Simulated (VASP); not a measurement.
# CdF2: single point with PBEsol

Crystal: CdF2.

```
Cd F
1.0
     0.00000    2.69207    2.69207
     2.69207    0.00000    2.69207
     2.69207    2.69207    0.00000
Cd F
1 2
Cartesian
  0.0000 0.0000 0.0000
  1.3460 1.3460 1.3460
  4.0381 4.0381 4.0381
```

```yaml
Program: VASP 6.6.1
Task: single point
Functional: PBEsol
Potentials_or_basis: VASP PAW PBE potentials, release 64 (Cd, F)
Cutoff: 520 eV
k_mesh: 8 × 8 × 8
Occupations: gaussian, width 0.02 eV
Spin: no spin polarisation
Dipole_correction: no
Further_INCAR_settings: ALGO = Fast; EDIFF = 1e-06; NBANDS = 20
```

```
Pressure               : 0.7 GPa
Band gap on the k mesh : 2.91 eV, indirect (least direct gap 3.40 eV)
```

Levels at points of the mesh, in eV from the valence-band top:
| k point | band 9 | band 10 | band 11 | band 12 | band 13 | band 14 | band 15 | band 16 | band 17 | band 18 |
| --- | --- | --- | --- | --- | --- | --- | --- | --- | --- | --- |
| (0.00, 0.00, 0.00) | -1.00 | -1.00 | -0.49 | -0.49 | -0.49 | 2.91 | 12.51 | 12.51 | 12.51 | 17.40 |
| (0.50, 0.00, 0.00) | -2.34 | -1.89 | -1.89 | -0.39 | -0.39 | 7.07 | 8.98 | 14.33 | 14.33 | 18.00 |
| (0.50, 0.50, 0.00) | -3.03 | -3.03 | -0.51 | -0.09 | -0.09 | 7.90 | 9.47 | 11.69 | 14.13 | 14.13 |

It took 19 s on 1 thread of Intel(R) Xeon(R) Platinum 8259CL CPU @ 2.50GHz (Skylake/Cascade Lake), on a shared host, peak memory 0.16 GiB.

Caveat: the PAW data sets were made with another functional, which shifts forces and pressure a little. A k mesh can miss the band edges.
